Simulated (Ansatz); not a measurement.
Input for Ansatz (plane-wave DFT, PAW):

```yaml
crystal:
  lattice:
    - [3.2458645613, 0.0, 0.0]
    - [-1.6229322806, 2.8110011673, 0.0]
    - [0.0, 0.0, 5.48388264]
  atoms:
    - { symbol: Sc, position: [0.3333333333, 0.6666666667, 0.2386104784] }
    - { symbol: Sc, position: [0.6666666667, 0.3333333333, 0.7613895216] }
basis:
  ecutwfc: 420
kpoints:
  mp_grid: { grid: [15, 15, 8] }
hamiltonian:
  xc: pbe
scf:
  occupations: { method: gaussian, width: 0.1 }
output:
  forces: true
  stress: true
  eigenvalues: true
```

Command:
```bash
ansatz run input.yaml --threads 1 --pin off --max-ram 1331MiB --backend cpu --events-out ev --progress --plain --runs-dir out
```

These are results of DFT PBE, scalar-relativistic, plane waves, PAW (Ansatz), not measurements.

Abridged output (iterations and final results):

```
SCF iter   1: F=—  HF=-4271.557717 eV  |F-HF|=—  |Δ(HF+E_count)|=         —  Δρ=2.41e-3  dr2=2.75e-3  ethr=1.77e-3  ⟨swp⟩=3.2  Hψ=11886  notcnv=0
SCF iter   2: F=—  HF=-4271.557029 eV  |F-HF|=—  |Δ(HF+E_count)|=   6.88e-4  Δρ=1.46e-3  dr2=1.13e-3  ethr=1.25e-5  ⟨swp⟩=1.0  Hψ=4416  notcnv=0
SCF iter   3: F=—  HF=-4271.557030 eV  |F-HF|=—  |Δ(HF+E_count)|=   6.93e-7  Δρ=2.56e-4  dr2=4.32e-5  ethr=5.13e-6  ⟨swp⟩=1.8  Hψ=3293  notcnv=0
SCF iter   4: F=—  HF=-4271.557035 eV  |F-HF|=—  |Δ(HF+E_count)|=   5.73e-6  Δρ=5.86e-5  dr2=1.21e-6  ethr=1.97e-7  ⟨swp⟩=1.9  Hψ=3195  notcnv=0
SCF iter   5: F=-4271.557036 eV  HF=-4271.557036 eV  |F-HF|=8.01e-9  |Δ(HF+E_count)|=   2.53e-7  Δρ=1.05e-5  dr2=4.80e-8  ethr=5.50e-9  ⟨swp⟩=2.5  Hψ=4268  notcnv=0
SCF iter   6: F=-4271.557036 eV  HF=-4271.557036 eV  |F-HF|=3.22e-10  |Δ(HF+E_count)|=   1.62e-8  Δρ=2.04e-6  dr2=2.44e-9  ethr=2.18e-10  ⟨swp⟩=2.0  Hψ=8863  notcnv=0
SCF 1 converged in 6 iterations: F = -4271.557036 eV  dr2 = 2.44e-9
SCF converged after 6 iterations
Free energy (F): -4271.557036 eV
Harris-Foulkes:  -4271.557036 eV  (|F-HF|=3.22e-10)
Internal energy: -4271.532768 eV  (E = F + TS)
E sigma→0 (E₀):  -4271.544902 eV
Entropy (-TS):   -0.024268 eV (-12.134 meV/atom)
Fermi energy:    9.088681 eV
--- Per-component energies (eV) ---
  E_band       = -341.693465
  E_kinetic    = 520.197995
  E_local      = -1705.248503  (includes V_loc(G=0)·N_el)
  E_nonlocal   = 166.376894
  E_hartree    = 583.110966
  E_xc         = -207.906188
  E_vxc        = -257.280023  (∫ρ·V_xc dr)
  E_paw        = -1910.890403  (= ΣΔE_a)
  E_vpaw       = -231.962091  (= ΣTr[D̂ρ^β])
  E_aug_tail   = 0.000020  (compensation charges beyond the density's cutoff)
  E_ewald      = -1717.173548
  E_smearing   = -0.024268  (= −TS)
--- Forces (eV/Å), atoms counted from 1 ---
  atom   1  Sc     0.00000000     0.00000000     0.32881775
  atom   2  Sc     0.00000000     0.00000000    -0.32881775
--- Stress (GPa, compression-positive) ---
        1.337771       0.000000       0.000000
        0.000000       1.337771       0.000000
        0.000000       0.000000      -3.594066
  P = ⅓ Tr σ = -0.3062 GPa (-3.062 kbar)
--- Band table (eV; the first three rows and the last of 192) ---
  k-point 0: bands = ["-40.3635", "-40.3122", "-19.1378", "-18.8179", "-18.8179", "-18.7843", "-18.7741", "-18.7741", "3.9963", "7.3021", "9.1211", "10.5452", "10.7185", "10.7185", "11.0360"]
  k-point 1: bands = ["-40.3618", "-40.3138", "-19.1256", "-18.8165", "-18.8165", "-18.7972", "-18.7755", "-18.7755", "4.0888", "7.1154", "9.1557", "10.4918", "10.6991", "10.6991", "11.0018"]
  k-point 2: bands = ["-40.3572", "-40.3185", "-19.0913", "-18.8332", "-18.8126", "-18.8126", "-18.7795", "-18.7795", "4.3605", "6.6301", "9.2632", "10.3458", "10.6689", "10.6689", "10.9133"]
  k-point 191: bands = ["-40.2903", "-40.2903", "-19.0753", "-19.0753", "-19.0329", "-18.9977", "-18.8505", "-18.8505", "8.6340", "8.8792", "9.0068", "9.0068", "9.3736", "9.3736", "11.1170"]
```

Self-consistency was reached.